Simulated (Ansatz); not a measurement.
# Ge (Pm-3m) in Ansatz: a series of runs

One crystal, Ge, is run at these levels: r2SCAN0, r2SCANh, r2SCAN50, HF; tasks: single point, relaxation of cell and atoms.

Program: Ansatz 0.2.0. These are calculated values, not measurements. Logs are shortened: lines on timing, memory, paths and dates and some standing lists are left out, and cuts for length are marked.

## Step 1: The structure

It takes space group Pm-3m (No. 221, cubic). The conventional cell has a = 2.710 Å, b = 2.710 Å, c = 2.710 Å, α = 90.00°, β = 90.00°, γ = 90.00°. Ge (site symmetry m-3m) is surrounded by 6 Ge at 2.71 Å.

The cell was built by a generator and needn't be a form met in nature.

## Step 2: Single point, r2SCAN0

input reads:

```
crystal:
  lattice:
    - [2.71047, 0.0, 0.0]
    - [0.0, 2.71047, 0.0]
    - [0.0, 0.0, 2.71047]
  atoms:
    - { symbol: Ge, position: [0.0, 0.0, 0.0] }
hamiltonian:
  xc: r2scan0
  pseudopotentials: { kind: paw }
kpoints:
  mp_grid: { grid: [5, 5, 5] }
scf:
  occupations: { method: fermi_dirac, width: 0.05 }
output:
  forces: true
  stress: true
  eigenvalues: true
  write_density: true
  write_potential: true
  elf: true
  volumetric_format: npy
```

Potentials or basis: Ansatz PAW.

Log:

```text
Warning: output.stress: scf.convergence.dr2_threshold = 1e-7 eV (the SCF's general default) is looser than the 1e-10 eV advised for a printed stress (1e-10 eV for each atom of the cell: 1). What an SCF threshold leaves in a stress goes as its square root, and in the free energy as the threshold itself, and one threshold admits the most on a small cell: of the crystals measured, under no hybrid functional and no lock of the moments, on runs that ended without the residual-converged pass, on stresses that held no estimate of that error, the worst erred by over 100 MPa in a component at 1e-7 eV an atom and by under 5 at 1e-10. Set scf.convergence.dr2_threshold to 1e-10 eV or tighter. The threshold is an SCF's pass mark: one that does not reach it within its budget of iterations ends unconverged, or closes short of it on a stop that the run arms, and scf.convergence.dr2_threshold's page says what that costs each kind of run
Warning: output.stress: scf.exx.energy_threshold = 1e-6 eV is looser than the 1e-8 eV advised for a stress under a hybrid functional (1e-8 eV for each atom of the cell: 1). Every SCF of the exchange loop can meet its threshold on dr2 while the loop round them stops early: no threshold on dr2 bounds what that leaves in the stress. Set scf.exx.energy_threshold to 1e-8 eV or tighter. The threshold is the loop's pass mark: a loop that does not reach it within its budget of cycles ends unconverged, and scf.exx.energy_threshold's page has the law
GPUs: using 1 of 1 available (devices: 1).
Engine: ansatz 0.2.0, x86_64-unknown-linux-gnu
Pseudopotentials: kind: paw
Pseudopotential: Ge, paw, valence charge 14, recommended cutoff 500 eV (meta_gga), Ge.paw.azcp
Functional definition: r2SCAN0
  parameter a = 0.25
  parameter k0 = 0.174
  parameter k1 = 0.065
  parameter a1 = 4.9479
  exchange = (1 - a)*r2scan_x(k0 = k0, k1 = k1, a1 = a1) + a*exact_x
  correlation = r2scan_c
device memory: the entry about to start is reckoned to put 0.5 GiB on a device that reports 59.7 GiB free (of which the cap on the GPU budget leaves the run 18.0 GiB)
GPU FFT provider: cuFFT
GPU libraries: cuBLAS 13.8.2, cuFFT 12.4.0, cuSOLVER 12.3.4
Crystal: 1 atoms, lattice volume = 19.913 Å³
Basis set: ecut = 500 eV, 485 PW (Γ), exchange–correlation on 80×80×80 points (64 copies of the dense FFT grid, shifted against one another)
Bands: 11, of which v1, the nominal top of the filled ones, is band 7 counted from 1 (6 counted from 0)
Symmetry: 48 space group operations
Space group: Pm-3m (ITA 221), of the structure as read, at distance tolerance 2.7e-5 Å
k-points: 10 of 125
Non-local potential: Ge, projectors of the file, l = 0: 2, l = 1: 2, l = 2: 3, l = 3: 1
PAW form: soft (Blöchl's): semilocal exchange-correlation on the pseudo side does not see the compensation charge
PAW frozen core: Ge, regenerated for the run's functional, and the local potential with it (the file was generated under x = pbe(κ = 0.804, μ = 0.2195149727645171), c = pbe(β = 0.06672455060314922))
PAW one-centre angular grid: Ge, 590 points (default); XC on 160 Gauss nodes
Initial density: superposition of atomic densities (neutral atoms: chi_scale 0, normalization atom), corrected by the library's trained network
Initial wavefunctions: pseudopotential atomic-orbital guess
GPU buffer pool allocated for 8000 grid points (all kernels)
GPU transforms: local potential and band sums: pruned to the plane-wave sphere, on 20×20×20
Functional: x = r2scan, c = r2scan; τ floored in thin density (d = 2e-4 eV/Å³), warm-up for x = 0.75 r2scan + 0.25 exact, c = r2scan; τ floored in thin density (d = 2e-4 eV/Å³)
SCF iter   1: F=—  HF=-4302.668564 eV  |F-HF|=—  |Δ(HF+E_count)|=         —  Δρ=5.02e-3  dr2=2.33e-3  dr2_τ=6.19e-4  ethr=1.77e-3  ⟨swp⟩=7.3  Hψ=459  notcnv=0
preconditioner: auto → none  [insulator: Δε(μ)=0.980 eV  Ē_g=28.398 eV  σ=0.050 eV  W_gap=0.96  n_scr=6 (ndim 8)  ℏωp=31.1 eV  f_vac=0.000  D(μ)=0.31/eV (n_scr^D=0)]
iter 2 solved again at ethr=3.16e-7 eV; its pass at ethr=1.66e-5 eV (dr2=4.42e-5 eV) is discarded
SCF iter   2: F=—  HF=-4302.674776 eV  |F-HF|=—  |Δ(HF+E_count)|=   6.21e-3  Δρ=6.28e-4  dr2=4.39e-5  dr2_τ=1.23e-5  ethr=3.16e-7  ⟨swp⟩=2.1  Hψ=560  notcnv=0
SCF iter   3: F=—  HF=-4302.674834 eV  |F-HF|=—  |Δ(HF+E_count)|=   5.82e-5  Δρ=3.22e-4  dr2=1.04e-5  dr2_τ=3.92e-7  ethr=3.14e-7  ⟨swp⟩=3.0  Hψ=246  notcnv=0
SCF iter   4: F=—  HF=-4302.674854 eV  |F-HF|=—  |Δ(HF+E_count)|=   2.04e-5  Δρ=8.96e-5  dr2=1.13e-6  dr2_τ=2.15e-8  ethr=7.40e-8  ⟨swp⟩=3.9  Hψ=205  notcnv=0
SCF iter   5: F=—  HF=-4302.674857 eV  |F-HF|=—  |Δ(HF+E_count)|=   2.16e-6  Δρ=2.55e-5  dr2=1.01e-7  dr2_τ=1.40e-9  ethr=8.08e-9  ⟨swp⟩=3.0  Hψ=194  notcnv=0
SCF iter   6: F=-4302.674857 eV  HF=-4302.674857 eV  |F-HF|=5.75e-9  |Δ(HF+E_count)|=   1.39e-7  Δρ=3.62e-6  dr2=1.92e-9  dr2_τ=6.45e-11  ethr=7.20e-10  ⟨swp⟩=3.0  Hψ=195  notcnv=0
SCF 1 converged in 6 iterations: F = -4302.674857 eV  dr2 = 1.92e-9
device memory: the entry about to start is reckoned to put 1.2 GiB on a device that reports 58.3 GiB free (of which the cap on the GPU budget leaves the run 18.0 GiB)
GPU FFT provider: cuFFT
GPU libraries: cuBLAS 13.8.2, cuFFT 12.4.0, cuSOLVER 12.3.4
Initial density: handed on by an earlier stage of this run
Initial wavefunctions: those handed on with the density
GPU buffer pool allocated for 8000 grid points (all kernels)
GPU transforms: local potential and band sums: pruned to the plane-wave sphere, on 20×20×20
Functional: x = 0.75 r2scan + 0.25 exact, c = r2scan; τ floored in thin density (d = 2e-4 eV/Å³)
Exchange kernel: α = 0.2500, full range, Wigner–Seitz truncation, v(0) = 6294.6573 eV·Å³, q-mesh 5×5×5, nearest image of the exchange supercell L = 13.55 Å, pair-density grid 15×15×15, without the augmentation charges, whose exchange is taken in its separable form by FFT convolution over the k-point mesh (sized by the pseudopotential files, 20×20×20 at the most), smooth part of the exact exchange by density-matrix convolution in up to 971.0 MiB of GPU memory as planned if the GPU has room (build and FFT work areas not counted)
Frozen-core exchange: fock
iter 1 solved again at ethr=2.98e-5 eV; its pass at ethr=1.00e-1 eV (dr2=4.17e-3 eV) is discarded
SCF iter   1: F=—  HF=-4301.643472 eV  |F-HF|=—  |Δ(HF+E_count)|=         —  Δρ=8.79e-3  dr2=5.61e-3  dr2_τ=9.61e-5  ethr=2.98e-5  ⟨swp⟩=4.3  Hψ=586  notcnv=0
preconditioner: auto → none  [insulator: Δε(μ)=1.656 eV  Ē_g=32.124 eV  σ=0.050 eV  W_gap=0.96  n_scr=6 (ndim 8)  ℏωp=31.1 eV  f_vac=0.000  D(μ)=0.31/eV (n_scr^D=0)]
SCF iter   2: F=—  HF=-4301.641659 eV  |F-HF|=—  |Δ(HF+E_count)|=   1.81e-3  Δρ=3.46e-3  dr2=1.03e-3  dr2_τ=8.01e-6  ethr=2.98e-5  ⟨swp⟩=3.1  Hψ=331  notcnv=0
SCF iter   3: F=—  HF=-4301.641857 eV  |F-HF|=—  |Δ(HF+E_count)|=   1.98e-4  Δρ=8.73e-4  dr2=9.29e-5  dr2_τ=6.53e-7  ethr=7.29e-6  ⟨swp⟩=3.0  Hψ=225  notcnv=0
SCF iter   4: F=—  HF=-4301.641871 eV  |F-HF|=—  |Δ(HF+E_count)|=   1.36e-5  Δρ=3.96e-4  dr2=1.12e-5  dr2_τ=1.85e-7  ethr=6.62e-7  ⟨swp⟩=3.0  Hψ=244  notcnv=0
SCF iter   5: F=-4301.641859 eV  HF=-4301.641859 eV  |F-HF|=1.90e-7  |Δ(HF+E_count)|=   1.14e-5  Δρ=3.37e-5  dr2=1.19e-7  dr2_τ=1.68e-9  ethr=7.99e-8  ⟨swp⟩=3.0  Hψ=274  notcnv=0
SCF 2 stopped early in 5 iterations: F = -4301.641859 eV  dr2 = 1.19e-7
hybrid outer 1: dexx = +2.765e-3 eV, tail = 1.51e-5 eV
GPU FFT provider: cuFFT
GPU libraries: cuBLAS 13.8.2, cuFFT 12.4.0, cuSOLVER 12.3.4
GPU buffer pool allocated for 8000 grid points (all kernels)
GPU transforms: local potential and band sums: pruned to the plane-wave sphere, on 20×20×20
Exchange kernel: α = 0.2500, full range, Wigner–Seitz truncation, v(0) = 6294.6573 eV·Å³, q-mesh 5×5×5, nearest image of the exchange supercell L = 13.55 Å, pair-density grid 15×15×15, without the augmentation charges, whose exchange is taken in its separable form by FFT convolution over the k-point mesh (sized by the pseudopotential files, 20×20×20 at the most), smooth part of the exact exchange by density-matrix convolution in up to 971.0 MiB of GPU memory as planned if the GPU has room (build and FFT work areas not counted)
Frozen-core exchange: fock
SCF iter   1: F=—  HF=-4301.641799 eV  |F-HF|=—  |Δ(HF+E_count)|=         —  Δρ=2.15e-5  dr2=4.80e-8  dr2_τ=7.87e-9  ethr=5.38e-7  ⟨swp⟩=3.6  Hψ=261  notcnv=0
preconditioner: auto → none  [insulator: Δε(μ)=1.656 eV  Ē_g=31.989 eV  σ=0.050 eV  W_gap=0.96  n_scr=6 (ndim 8)  ℏωp=31.1 eV  f_vac=0.000  D(μ)=0.31/eV (n_scr^D=0)]
SCF iter   2: F=—  HF=-4301.641799 eV  |F-HF|=—  |Δ(HF+E_count)|=   3.21e-7  Δρ=1.47e-5  dr2=1.39e-8  dr2_τ=5.73e-10  ethr=2.15e-10  ⟨swp⟩=4.2  Hψ=374  notcnv=0
SCF iter   3: F=-4301.641799 eV  HF=-4301.641799 eV  |F-HF|=3.73e-10  |Δ(HF+E_count)|=   5.51e-9  Δρ=2.43e-6  dr2=5.30e-10  dr2_τ=4.98e-11  ethr=9.59e-11  ⟨swp⟩=3.2  Hψ=200  notcnv=0
SCF 3 converged in 3 iterations: F = -4301.641799 eV  dr2 = 5.30e-10
  Residual-converged pass: ⟨swp⟩=2.9  Hψ=212  notcnv=0  max |occ|·‖R‖ = 2.4e-6 eV (tolerance 2.4e-6 eV)  dr2=5.64e-10  dr2_τ=4.70e-11  dr2_onsite=2.48e-10  max |Δocc| = 3.5e-23
hybrid outer 2: dexx = +1.654e-7 eV, tail = 5.72e-9 eV, Δε = 2.37e-3 eV (about 6.70e-5 eV left of the loop's levels)
hybrid SCF converged: 2 outer / 8 inner (+6 warm-up), last move |dexx| = 1.65e-7 eV, tail = 5.72e-9 eV
Stability not checked: this state was not tested for a lower state beside it, because the functional holds exact exchange (a hybrid, or Hartree-Fock), whose exchange loop this test does not read (fock_operator; see scf.lower_state_search)
Free energy (F): -4301.641799 eV
Frozen-core exchange: fock
Harris-Foulkes:  -4301.641799 eV  (|F-HF|=3.73e-10)
Internal energy: -4301.638473 eV  (E = F + TS)
E sigma→0 (E₀):  -4301.640136 eV
Entropy (-TS):   -0.003326 eV (-3.326 meV/atom)
Fermi energy:    8.983802 eV
--- Per-component energies (eV) ---
  E_band       = -175.764834
  E_kinetic    = 109.085288
  E_local      = -2226.073899  (includes V_loc(G=0)·N_el)
  E_nonlocal   = 417.868177
  E_hartree    = 975.172760
  E_xc         = -53.626545
  E_vxc        = -51.995553  (∫ρ·V_xc dr)
  E_exx        = -60.039932  (= α·E_x^exact, valence–valence)
  E_paw        = -1985.700842  (= ΣΔE_a)
  E_vpaw       = -257.548878  (= ΣTr[D̂ρ^β])
  E_aug_tail   = 0.000009  (compensation charges beyond the density's cutoff)
  E_vtau       = 2.635280  (kinetic-family band-sum trace: ∫τ·v_τ [+ j·A + Jᵃ·Aᵃ] dr)
  E_ewald      = -1477.196068
  E_core_change = -1.127423  (= ΣΔE_core)
  E_smearing   = -0.003326  (= −TS)
  E_closure    = 0.000001  (closes the sum)
  Σ components = -4301.641799   (vs F -4301.641799, Δ=0.00e0)
--- Forces (eV/Å), atoms counted from 1 ---
  atom   1  Ge    -0.00000000     0.00000000    -0.00000000
  max |Σ_I F_I| component: 3.16e-30 eV/Å
--- Stress (GPa, compression-positive) ---
       -2.405120       0.000000       0.000000
        0.000000      -2.405120       0.000000
        0.000000       0.000000      -2.405120
  P = ⅓ Tr σ = -2.4051 GPa (-24.051 kbar)
--- Band table (eV; the first three rows and the last of 10) ---
  k-point 0: bands = ["-19.1141", "-19.1141", "-18.8565", "-18.8565", "-18.8565", "-5.3281", "17.9068", "17.9068", "17.9068", "21.2978", "21.2978"]
  k-point 1: bands = ["-19.1093", "-19.0465", "-18.8797", "-18.8797", "-18.8545", "-4.4277", "11.4766", "18.7041", "18.7041", "22.0396", "24.0054"]
  k-point 2: bands = ["-19.1014", "-18.9373", "-18.9173", "-18.9173", "-18.8514", "-1.9346", "4.4079", "20.5843", "20.5843", "24.0208", "26.2025"]
  k-point 9: bands = ["-18.9906", "-18.9888", "-18.9888", "-18.8148", "-18.8148", "5.1147", "10.4833", "10.4833", "12.7806", "18.5630", "19.2081"]
```

Wall time 10 s (1 × NVIDIA H100 80GB HBM3 with 2 threads of AMD EPYC 7R13 (Zen 3), shared host); peak memory 1.6 GiB.

What came out:

```
Free energy            : -4301.6418 eV
Pressure               : -2.4 GPa
Band gap on the k mesh : none (metal or under the smearing width)
```

Levels at points of the mesh, in eV from the Fermi level:
| k point | band 2 | band 3 | band 4 | band 5 | band 6 | band 7 | band 8 | band 9 | band 10 | band 11 |
| --- | --- | --- | --- | --- | --- | --- | --- | --- | --- | --- |
| (0.00, 0.00, 0.00) | -28.10 | -27.84 | -27.84 | -27.84 | -14.31 | 8.92 | 8.92 | 8.92 | 12.31 | 12.31 |

Caveat: the k mesh is coarse (spacing up to 0.46 Å⁻¹), so the values aren't converged, least of all with exact exchange; the PAW data sets come from PBE, with cores solved anew for the run's functional, which leaves a small shift of forces and pressure; the thresholds are loose for stress.

## Step 3: Single point, r2SCANh

input: that of step 2 with these lines changed.

```diff
@@ -8,3 +8,3 @@
 hamiltonian:
-  xc: r2scan0
+  xc: r2scanh
   pseudopotentials: { kind: paw }
```

Potentials or basis: Ansatz PAW.

Log:

```text
Warning: output.stress: scf.convergence.dr2_threshold = 1e-7 eV (the SCF's general default) is looser than the 1e-10 eV advised for a printed stress (1e-10 eV for each atom of the cell: 1). What an SCF threshold leaves in a stress goes as its square root, and in the free energy as the threshold itself, and one threshold admits the most on a small cell: of the crystals measured, under no hybrid functional and no lock of the moments, on runs that ended without the residual-converged pass, on stresses that held no estimate of that error, the worst erred by over 100 MPa in a component at 1e-7 eV an atom and by under 5 at 1e-10. Set scf.convergence.dr2_threshold to 1e-10 eV or tighter. The threshold is an SCF's pass mark: one that does not reach it within its budget of iterations ends unconverged, or closes short of it on a stop that the run arms, and scf.convergence.dr2_threshold's page says what that costs each kind of run
Warning: output.stress: scf.exx.energy_threshold = 1e-6 eV is looser than the 1e-8 eV advised for a stress under a hybrid functional (1e-8 eV for each atom of the cell: 1). Every SCF of the exchange loop can meet its threshold on dr2 while the loop round them stops early: no threshold on dr2 bounds what that leaves in the stress. Set scf.exx.energy_threshold to 1e-8 eV or tighter. The threshold is the loop's pass mark: a loop that does not reach it within its budget of cycles ends unconverged, and scf.exx.energy_threshold's page has the law
GPUs: using 1 of 1 available (devices: 1).
Engine: ansatz 0.2.0, x86_64-unknown-linux-gnu
Pseudopotentials: kind: paw
Pseudopotential: Ge, paw, valence charge 14, recommended cutoff 500 eV (meta_gga), Ge.paw.azcp
Functional definition: r2SCANh
  parameter a = 0.1
[... 91 lines left out ...]
  atom   1  Ge    -0.00000000     0.00000000     0.00000000
  max |Σ_I F_I| component: 3.81e-30 eV/Å
--- Stress (GPa, compression-positive) ---
       -1.674765       0.000000       0.000000
        0.000000      -1.674765       0.000000
        0.000000      -0.000000      -1.674765
  P = ⅓ Tr σ = -1.6748 GPa (-16.748 kbar)
--- Band table (eV; the first three rows and the last of 10) ---
  k-point 0: bands = ["-16.8991", "-16.8991", "-16.6376", "-16.6376", "-16.6376", "-4.2126", "17.2607", "17.2607", "17.2607", "20.7110", "20.7110"]
  k-point 1: bands = ["-16.8941", "-16.8298", "-16.6611", "-16.6611", "-16.6356", "-3.3614", "11.1764", "18.0404", "18.0404", "21.4373", "23.4572"]
  k-point 2: bands = ["-16.8861", "-16.7185", "-16.6992", "-16.6992", "-16.6325", "-1.0060", "4.9520", "19.8673", "19.8673", "23.3605", "25.6549"]
  k-point 9: bands = ["-16.7743", "-16.7722", "-16.7722", "-16.5930", "-16.5930", "5.5468", "10.2872", "10.2872", "12.4466", "18.1022", "18.7538"]
```

rho_z.tsv:

```text
# z_ang	rho[e/angstrom^3]
# format = ansatz-planar-average/11
# lattice	2.710470000	0.000000000	0.000000000
# lattice	0.000000000	2.710470000	0.000000000
# lattice	0.000000000	0.000000000	2.710470000
# sites	1
# site	32	0.000000000	0.000000000	0.000000000
0.000000	2.567756e0
0.135523	2.165172e0
0.271047	1.365090e0
0.406571	7.503376e-1
0.542094	4.377866e-1
0.677617	2.941859e-1
[... 12 lines left out ...]
2.439423	1.365090e0
2.574946	2.165172e0
```

v_z.tsv:

```text
# z_ang	v_es[eV]	v_tot[eV]
# format = ansatz-planar-average/11
# xc	r2scanh
# density_cutoff_ev	2000
# datasets	Ge=:simpson_from_first_knot:soft:fock:shift=0
# lattice	2.710470000	0.000000000	0.000000000
# lattice	0.000000000	2.710470000	0.000000000
# lattice	0.000000000	0.000000000	2.710470000
# sites	1
# site	32	0.000000000	0.000000000	0.000000000
0.000000	-2.447627e0	-1.457241e1
0.135523	-2.049966e0	-1.406083e1
0.271047	-9.124781e-1	-1.264955e1
0.406571	8.076230e-1	-1.043567e1
0.542094	2.945507e0	-7.634741e0
0.677617	5.375415e0	-4.547425e0
[... 12 lines left out ...]
2.439423	-9.124781e-1	-1.264955e1
2.574946	-2.049966e0	-1.406083e1
```

Run time: 8.5 s. Hardware: 1 × NVIDIA H100 80GB HBM3 with 2 threads of AMD EPYC 7R13 (Zen 3), shared host; peak memory 1.5 GiB.

What came out:

| Item | Value |
| --- | --- |
| Free energy | -4302.2548 eV |
| Pressure | -1.7 GPa |
| Band gap on the k mesh | none (metal or under the smearing width) |

Caveat: the k mesh is coarse (spacing up to 0.46 Å⁻¹), so the values aren't converged, least of all with exact exchange; the PAW data sets come from PBE, with cores solved anew for the run's functional, which leaves a small shift of forces and pressure; the thresholds are loose for stress.

## Step 4: Single point, r2SCAN50

input: that of step 3 with these lines changed.

```diff
@@ -8,3 +8,3 @@
 hamiltonian:
-  xc: r2scanh
+  xc: r2scan50
   pseudopotentials: { kind: paw }
@@ -18,5 +18 @@
   eigenvalues: true
-  write_density: true
-  write_potential: true
-  elf: true
-  volumetric_format: npy
```

It took 14 s on 1 × NVIDIA H100 80GB HBM3 with 2 threads of AMD EPYC 7R13 (Zen 3), shared host; peak memory 1.5 GiB.

The run converged. Its results:

```
Free energy            : -4300.6612 eV
Pressure               : -3.6 GPa
Band gap on the k mesh : none (metal or under the smearing width)
```

Levels at points of the mesh, in eV from the Fermi level:
```csv
k point,band 3,band 4,band 5,band 6,band 7,band 8,band 9,band 10
"(0.00, 0.00, 0.00)",-31.19,-31.19,-31.19,-15.79,10.37,10.37,10.37,13.67
```

Caveat: the k mesh is coarse (spacing up to 0.46 Å⁻¹), so the values aren't converged, least of all with exact exchange; the PAW data sets come from PBE, with cores solved anew for the run's functional, which leaves a small shift of forces and pressure; the thresholds are loose for stress.

(Continued in part 2 of 2.)
